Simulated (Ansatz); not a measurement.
# CuO (P6_3mc) in Ansatz: settings compared, part 2 of 2

Ansatz 0.2.0. Earlier steps stand in the parts before.

## 4. Band structure, PBE+U

File input.yaml:

```yaml
crystal:
  lattice:
    - [3.28802443, 0.0, 0.0]
    - [-1.64401221, 2.84751268, 0.0]
    - [0.0, 0.0, 5.38502486]
  atoms:
    - { symbol: Cu, position: [0.6666666667, 0.3333333333, 0.0] }
    - { symbol: Cu, position: [0.3333333333, 0.6666666667, 0.5] }
    - { symbol: O, position: [0.6666666667, 0.3333333333, 0.6252] }
    - { symbol: O, position: [0.3333333333, 0.6666666667, 0.1252] }
hamiltonian:
  xc: pbe
  pseudopotentials: { kind: paw }
  hubbard: { sites: [{ species: Cu, l: d, u_eff: 2.0 }] }
kpoints:
  mp_grid: { grid: [9, 9, 5] }
  band_path:
    path:
      - [[0.0, 0.0, 0.0], [0.5, 0.0, 0.0], [0.3333333333, 0.3333333333, 0.0], [0.0, 0.0, 0.0], [0.0, 0.0, 0.5], [0.5, 0.0, 0.5], [0.3333333333, 0.3333333333, 0.5], [0.0, 0.0, 0.5]]
      - [[0.5, 0.0, 0.5], [0.5, 0.0, 0.0]]
      - [[0.3333333333, 0.3333333333, 0.0], [0.3333333333, 0.3333333333, 0.5]]
    npoints: 14
scf:
  occupations: { method: fermi_dirac, width: 0.05 }
  n_extra_bands: 10
output:
  forces: true
  stress: true
  eigenvalues: true
  fatbands: false
```

Potentials or basis: Ansatz PAW.

The run is started by

```console
ansatz run input.yaml --threads 2 --pin off --max-ram 5632MiB --backend cpu --events-out ev --progress --plain --runs-dir out
```

Output:

```text
Warning: RAYON_NUM_THREADS=2 ignored (pool sized by the plan → 2); use --threads N
Cu: projections on atomic orbitals take those of the free atom [Ne] 3s2 3p6 3d10 4s1, of charge +0.00 (hamiltonian.pseudopotentials.projection_atoms); the dataset's partial waves leave at most 2.0e-6 of an orbital's norm unspanned inside its sphere
O: projections on atomic orbitals take those of the free atom [He] 2s2 2p4, of charge +0.00 (hamiltonian.pseudopotentials.projection_atoms); the dataset's partial waves leave at most 1.9e-8 of an orbital's norm unspanned inside its sphere
scf.n_extra_bands = 10 over 25 filled bands (N_el = 50.0): the run solves 35 bands
Engine: ansatz 0.2.0, aarch64-unknown-linux-gnu
Pseudopotentials: kind: paw
Pseudopotential: Cu, paw, valence charge 19, recommended cutoff 420 eV (normal), Cu.paw.azcp
Pseudopotential: O, paw, valence charge 6, recommended cutoff 420 eV (normal), O.paw.azcp
Functional definition: PBE
  parameter kappa = 0.804
  parameter beta = 0.06672455060314922
  exchange = pbe_x(kappa = kappa, mu = beta*pi^2/3)
  correlation = pbe_c(beta = beta)
[... 48 lines left out ...]
  E_vhub       = -16.979657  (the Hubbard potential's part of the band-sum identity)
  E_paw        = -3645.571217  (= ΣΔE_a)
  E_vpaw       = -981.928885  (= ΣTr[D̂ρ^β])
  E_aug_tail   = 0.005518  (compensation charges beyond the density's cutoff)
  E_ewald      = -6191.243701
  E_smearing   = -0.047547  (= −TS)
  E_closure    = -0.000000  (closes the sum)
  Σ components = -14380.761365   (vs F -14380.761365, Δ=0.00e0)
--- Forces (eV/Å), atoms counted from 1 ---
  atom   1  Cu    -0.00000000    -0.00000000    -0.07176470
  atom   2  Cu    -0.00000000     0.00000000    -0.07176470
  atom   3  O      0.00000000     0.00000000     0.07183098
  atom   4  O     -0.00000000     0.00000000     0.07183098
  max |Σ_I F_I| component: 1.33e-4 eV/Å
--- Stress (GPa, compression-positive) ---
       -8.790391       0.000000      -0.000000
        0.000000      -8.790391      -0.000000
       -0.000000      -0.000000      -7.139204
  P = ⅓ Tr σ = -8.2400 GPa (-82.400 kbar)
--- Band table (eV; the first three rows and the last of 36) ---
  k-point 0: bands = ["-103.2774", "-103.2774", "-60.6730", "-60.6730", "-60.6723", "-60.6723", "-60.6411", "-60.6368", "-10.0941", "-9.5813", "2.8364", "3.6039", "3.6039", "3.6078", "3.8051", "3.8051", "5.6625", "5.6625", "5.9617", "5.9617", "6.1866", "8.0043", "8.0043", "8.6390", "8.7532", "8.7532", "9.2446", "13.9636", "15.9825", "21.8026", "21.8026", "22.3669", "22.8700", "22.8700", "25.0163"]
  k-point 1: bands = ["-103.2774", "-103.2774", "-60.6729", "-60.6729", "-60.6724", "-60.6724", "-60.6407", "-60.6372", "-10.0460", "-9.6312", "2.8472", "3.4709", "3.6154", "3.6154", "3.7772", "3.7772", "5.6986", "5.6986", "5.9427", "5.9427", "6.4183", "8.0749", "8.0749", "8.1914", "8.6820", "8.6820", "9.9122", "13.3690", "16.5700", "21.2144", "21.8067", "21.8067", "22.6361", "22.6361", "25.4749"]
  k-point 2: bands = ["-103.2774", "-103.2773", "-60.6728", "-60.6728", "-60.6726", "-60.6726", "-60.6396", "-60.6383", "-9.9192", "-9.7608", "2.9444", "3.1820", "3.6527", "3.6527", "3.7141", "3.7141", "5.7868", "5.7868", "5.8813", "5.8813", "6.9691", "7.5977", "8.2621", "8.2621", "8.4946", "8.4946", "11.0236", "12.2430", "17.7747", "19.3660", "21.9062", "21.9062", "22.2063", "22.2063", "26.2016"]
  k-point 35: bands = ["-103.2772", "-103.2772", "-60.6754", "-60.6754", "-60.6751", "-60.6748", "-60.6386", "-60.6386", "-9.4609", "-9.4609", "3.1547", "3.1547", "3.4133", "3.4900", "4.2736", "4.2736", "5.6504", "5.7059", "6.0962", "6.0962", "6.4051", "6.4051", "6.5970", "6.9416", "7.5244", "7.5244", "16.2893", "16.2956", "16.4696", "16.4696", "17.3474", "17.3474", "22.8784", "24.2317", "24.2317"]
Occupation matrices written to <dir>
```

bands.tsv:

```text
# k_distance	band_0	band_1	band_2	band_3	band_4	band_5	band_6	band_7	band_8	band_9	band_10	band_11	band_12	band_13	band_14	band_15	band_16	band_17	band_18	band_19	band_20	band_21	band_22	band_23	band_24	band_25	band_26	band_27	band_28	band_29	band_30	band_31	band_32	band_33	band_34
[... 149 lines left out ...]
7.778595	-111.248938	-111.248938	-68.647174	-68.647174	-68.646727	-68.646727	-68.610359	-68.610359	-17.431811	-17.431811	-4.852872	-4.852872	-4.522635	-4.522635	-3.689471	-3.689471	-2.293274	-2.293274	-1.813486	-1.813486	-1.603931	-1.603931	-1.202843	-1.202843	-0.421348	-0.421348	8.319008	8.319008	8.654860	8.654860	9.111602	9.111602	15.805892	15.805892	16.493589
```

occupation_matrices:

```text
# The occupation matrices of the corrected shells as a run of Ansatz 0.0.0 ended. An entry of
# hamiltonian.hubbard.sites starts from them by `starting_ns: <path of this file>`, where that key's refused
# combinations let it.
# Free energy -14380.761365 eV.
# projection_atom_Cu: [Ne] 3s2 3p6 3d10 4s1
[... 26 lines left out ...]
  site1_d:
    matrix:
      - [0.929579253819354, 5.285485590866834e-19, -4.217546450968612e-17, 1.5558301175166989e-16, 3.469446951953614e-17]
      - [3.1170812458958252e-19, 0.961134438134863, 1.0842021724855044e-17, -8.677773387019694e-11, -0.03294675437178598]
      - [-4.233809483555895e-17, 2.461138931542095e-17, 0.9611344381348634, -0.03294675437178585, 8.677773527965976e-11]
      - [1.562335330551612e-16, -8.677773408703737e-11, -0.03294675437178585, 0.9418676695117989, 1.22514845490862e-17]
      - [3.3176586478056436e-17, -0.03294675437178598, 8.677773506281933e-11, 1.5287250632045613e-17, 0.9418676695117987]
```

It took 10 s on 2 threads of Arm Neoverse V1, shared host; peak memory 0.42 GiB.

What came out:

* Free energy: -14380.7614 eV
* Pressure: -8.2 GPa
* Largest force: 0.072 eV/Å
* Band gap on the k mesh: none (metal or under the smearing width)

Forces in eV/Å, atoms in the order of the input:
```
Cu   0.000  0.000 -0.072
Cu   0.000  0.000 -0.072
O    0.000  0.000  0.072
O    0.000  0.000  0.072
```

Levels at the corners of the path, in eV from the Fermi level:
| point | band 23 | band 24 | band 25 | band 26 | band 27 | band 28 | band 29 | band 30 |
| --- | --- | --- | --- | --- | --- | --- | --- | --- |
| Γ | 0.03 | 0.67 | 0.78 | 0.78 | 1.27 | 5.99 | 8.01 | 13.83 |
| M | -1.33 | -1.11 | -0.19 | 0.03 | 6.27 | 7.17 | 8.14 | 9.34 |
| K | -1.42 | -0.67 | -0.67 | -0.64 | 8.08 | 8.08 | 8.32 | 8.35 |
| Γ | 0.03 | 0.67 | 0.78 | 0.78 | 1.27 | 5.99 | 8.01 | 13.83 |
| A | 0.41 | 0.41 | 0.41 | 0.41 | 3.66 | 3.66 | 10.55 | 10.55 |
| L | -0.49 | -0.49 | -0.46 | -0.46 | 6.37 | 6.37 | 8.56 | 8.56 |
| H | -1.20 | -1.20 | -0.42 | -0.42 | 8.32 | 8.32 | 8.65 | 8.65 |
| A | 0.41 | 0.41 | 0.41 | 0.41 | 3.66 | 3.66 | 10.55 | 10.55 |
| L | -0.49 | -0.49 | -0.46 | -0.46 | 6.37 | 6.37 | 8.56 | 8.56 |
| M | -1.33 | -1.11 | -0.19 | 0.03 | 6.27 | 7.17 | 8.14 | 9.34 |
| K | -1.42 | -0.67 | -0.67 | -0.64 | 8.08 | 8.08 | 8.32 | 8.35 |
| H | -1.20 | -1.20 | -0.42 | -0.42 | 8.32 | 8.32 | 8.65 | 8.65 |

Eigenvalues of the final occupation matrices:
| site | spin | trace | eigenvalues |
| --- | --- | --- | --- |
| site 1 | 1 | 4.74 | 0.92 0.92 0.93 0.99 0.99 |
| site 2 | 1 | 4.74 | 0.92 0.92 0.93 0.99 0.99 |

Caveat: the pressure holds a Pulay correction of +0.6 GPa for the finite cutoff; the run has no spin polarisation, though such a crystal can be magnetic; U without spin polarisation on a metal has little footing.

## 5. Band structure, PBE+U

input.yaml: that of step 4 with these lines changed.

```diff
@@ -13,3 +13,3 @@
   pseudopotentials: { kind: paw }
-  hubbard: { sites: [{ species: Cu, l: d, u_eff: 2.0 }] }
+  hubbard: { sites: [{ species: Cu, l: d, u_eff: 3.0 }] }
 kpoints:
```

The run is started by

```console
ansatz run input.yaml --threads 2 --pin off --max-ram 5632MiB --backend cpu --events-out ev --progress --plain --runs-dir out
```

Wall time 10 s (2 threads of Arm Neoverse V1, shared host); peak memory 0.42 GiB.

Results (log left out):

```yaml
Free_energy: -14380.2836 eV
Pressure: -7.7 GPa
Largest_force: 0.070 eV/Å
Band_gap_on_the_k_mesh: none (metal or under the smearing width)
```

Forces on the atoms (eV/Å):
```
Cu   0.000  0.000 -0.070
Cu   0.000  0.000 -0.070
O    0.000  0.000  0.070
O    0.000  0.000  0.070
```

Stress tensor (GPa, compression positive):
```
-8.28  0.00  0.00
 0.00 -8.28  0.00
 0.00  0.00 -6.52
```

Levels at the corners of the path, in eV from the Fermi level:
| point | band 24 | band 25 | band 26 | band 27 | band 28 | band 29 |
| --- | --- | --- | --- | --- | --- | --- |
| Γ | 0.68 | 0.80 | 0.80 | 1.44 | 6.17 | 8.16 |
| M | -1.15 | -0.21 | 0.03 | 6.44 | 7.33 | 8.33 |
| K | -0.71 | -0.71 | -0.65 | 8.25 | 8.25 | 8.48 |
| Γ | 0.68 | 0.80 | 0.80 | 1.44 | 6.17 | 8.16 |
| A | 0.42 | 0.42 | 0.42 | 3.82 | 3.82 | 10.73 |
| L | -0.50 | -0.47 | -0.47 | 6.55 | 6.55 | 8.71 |
| H | -1.26 | -0.43 | -0.43 | 8.49 | 8.49 | 8.84 |
| A | 0.42 | 0.42 | 0.42 | 3.82 | 3.82 | 10.73 |
| L | -0.50 | -0.47 | -0.47 | 6.55 | 6.55 | 8.71 |
| M | -1.15 | -0.21 | 0.03 | 6.44 | 7.33 | 8.33 |
| K | -0.71 | -0.71 | -0.65 | 8.25 | 8.25 | 8.48 |
| H | -1.26 | -0.43 | -0.43 | 8.49 | 8.49 | 8.84 |

Eigenvalues of the final occupation matrices:
```csv
site,spin,trace,eigenvalues
site 1,1,4.75,0.92 0.92 0.93 0.99 0.99
site 2,1,4.75,0.92 0.92 0.93 0.99 0.99
```

Caveat: the pressure holds a Pulay correction of +0.6 GPa for the finite cutoff; the run has no spin polarisation, though such a crystal can be magnetic; U without spin polarisation on a metal has little footing.

## 6. Band structure, PBE+U

input.yaml: that of step 5 with these lines changed.

```diff
@@ -13,3 +13,3 @@
   pseudopotentials: { kind: paw }
-  hubbard: { sites: [{ species: Cu, l: d, u_eff: 3.0 }] }
+  hubbard: { sites: [{ species: Cu, l: d, u_eff: 4.0 }] }
 kpoints:
@@ -29,2 +29,6 @@
   eigenvalues: true
-  fatbands: false
+  fatbands: true
+  write_density: true
+  write_potential: true
+  elf: true
+  volumetric_format: npy
```

Potentials or basis: Ansatz PAW.

The run is started by

```console
ansatz run input.yaml --threads 2 --pin off --max-ram 5632MiB --backend cpu --events-out ev --progress --plain --runs-dir out
```

It took 14 s on 2 threads of Arm Neoverse V1, shared host; peak memory 0.45 GiB.

The run converged. Its results:

```yaml
Free_energy: -14379.8316 eV
Pressure: -7.1 GPa
Largest_force: 0.069 eV/Å
Band_gap_on_the_k_mesh: none (metal or under the smearing width)
```

Forces on the atoms (eV/Å):
```
Cu   0.000  0.000 -0.069
Cu   0.000  0.000 -0.069
O    0.000  0.000  0.069
O    0.000  0.000  0.069
```

Stress tensor (GPa, compression positive):
```
-7.69  0.00  0.00
 0.00 -7.69  0.00
 0.00  0.00 -5.84
```

Levels at the corners of the path, in eV from the Fermi level:
```csv
point,band 24,band 25,band 26,band 27,band 28,band 29
Γ,0.69,0.81,0.81,1.61,6.35,8.31
M,-1.19,-0.22,0.04,6.60,7.49,8.51
K,-0.75,-0.75,-0.66,8.41,8.41,8.64
Γ,0.69,0.81,0.81,1.61,6.35,8.31
A,0.43,0.43,0.43,3.97,3.97,10.90
L,-0.51,-0.48,-0.48,6.72,6.72,8.87
H,-1.30,-0.44,-0.44,8.65,8.65,9.02
A,0.43,0.43,0.43,3.97,3.97,10.90
L,-0.51,-0.48,-0.48,6.72,6.72,8.87
M,-1.19,-0.22,0.04,6.60,7.49,8.51
K,-0.75,-0.75,-0.66,8.41,8.41,8.64
H,-1.30,-0.44,-0.44,8.65,8.65,9.02
```

Eigenvalues of the final occupation matrices:
| site | spin | trace | eigenvalues |
| --- | --- | --- | --- |
| site 1 | 1 | 4.77 | 0.93 0.93 0.94 0.99 0.99 |
| site 2 | 1 | 4.77 | 0.93 0.93 0.94 0.99 0.99 |

Caveat: the pressure holds a Pulay correction of +0.6 GPa for the finite cutoff; the run has no spin polarisation, though such a crystal can be magnetic; U without spin polarisation on a metal has little footing.

## 7. The runs side by side

| level | U | hubbard projectors | double counting | gap on the mesh (eV) | pressure (GPa) | largest force (eV/Å) |
| --- | --- | --- | --- | --- | --- | --- |
| PBE | - | - | - | none | -9.1 | 0.07 |
| PBE+U | Cu d U = 1 eV | ortho-atomic (the default) | fll (the default) | none | -8.7 | 0.07 |
| PBE+U | Cu d U = 2 eV | ortho-atomic (the default) | fll (the default) | none | -8.2 | 0.07 |
| PBE+U | Cu d U = 3 eV | ortho-atomic (the default) | fll (the default) | none | -7.7 | 0.07 |
| PBE+U | Cu d U = 4 eV | ortho-atomic (the default) | fll (the default) | none | -7.1 | 0.07 |

Alike in all rows: task band structure; potentials or basis Ansatz PAW; no spin polarisation; cell as given; k mesh 9 × 9 × 5; cutoff (eV) 420; smearing fermi-dirac 0.05 eV.

Every run on the cell as given and a fine mesh finds a metal. The pressure there spans -9.1 GPa (PBE) to -7.1 GPa (PBE+U); a positive pressure means that this level wants a larger cell, a negative one a smaller.

Caveats: the run has no spin polarisation, though such a crystal can be magnetic; U without spin polarisation on a metal has little footing (some runs); semilocal functionals often make such compounds metallic where correlation or magnetic order opens a gap, which also shifts bond lengths (some runs).

Absolute energies hang on the potentials; compare differences alone.
